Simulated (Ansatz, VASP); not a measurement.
Ir in VASP and in Ansatz

INCAR

```
PREC = Accurate
ENCUT = 520
EDIFF = 1E-6
ISMEAR = 0
SIGMA = 0.15
LREAL = False
LASPH = True
NELM = 60
ALGO = Fast
ISIF = 2
LWAVE = False
LCHARG = True
GGA = PS
LELF = True
LVHAR = True
NBANDS = 10
```

KPOINTS

```
Automatic mesh
0
Gamma
  26 26 26
```

POSCAR

```
Ir
1.0
    0.0000000000      1.9151152071      1.9151152071
    1.8576617509      0.0000000000      1.9151152071
    1.8576617509      1.9151152071      0.0000000000
Ir
1
Direct
    0.0000000000      0.0000000000      0.0000000000
```

Input for Ansatz:

```yaml
crystal:
  lattice:
    - [0.0, 1.9151152071, 1.9151152071]
    - [1.8576617509, 0.0, 1.9151152071]
    - [1.8576617509, 1.9151152071, 0.0]
  atoms:
    - { symbol: Ir, position: [0.0, 0.0, 0.0] }
basis:
  ecutwfc: 420
kpoints:
  mp_grid: { grid: [26, 26, 26] }
hamiltonian:
  xc: pbesol
scf:
  occupations: { method: gaussian, width: 0.15 }
output:
  forces: true
  stress: true
  eigenvalues: true
  write_density: true
  write_potential: true
  elf: true
  volumetric_format: npy
```

Change from the starting cell: strain -0.0300 x Voigt [1, 0, 0, 0, 0, 0], atoms carried along.

Alike in both runs: task single point; functional PBEsol; k mesh 26 × 26 × 26; occupations gaussian, width 0.15 eV; no spin polarisation.

|  | VASP | Ansatz |
| --- | --- | --- |
| version | VASP 6.6.1 | Ansatz 0.2.0 |
| potentials or method | VASP PAW PBE potentials, release 64 (Ir) | scalar-relativistic, plane waves, PAW |
| plane-wave cutoff (eV) | 520 | 420 |
| valence electrons in the cell | 9 | 17 |

```csv
,VASP,Ansatz,Ansatz less VASP
gap on the k mesh at the Fermi level (eV),none,none,-
pressure (GPa),13.9,13.0,-0.92
largest component of the traceless stress (GPa),8.45,8.45,+0.006
```

A gap of «none» marks a metal or a gap that the smearing closes. The two sets of potentials don't hold the same shells in valence.

Caveats: the PAW data sets were made with another functional, which shifts forces and pressure a little (VASP). Spin-orbit coupling is left out, which matters for the levels of Ir.
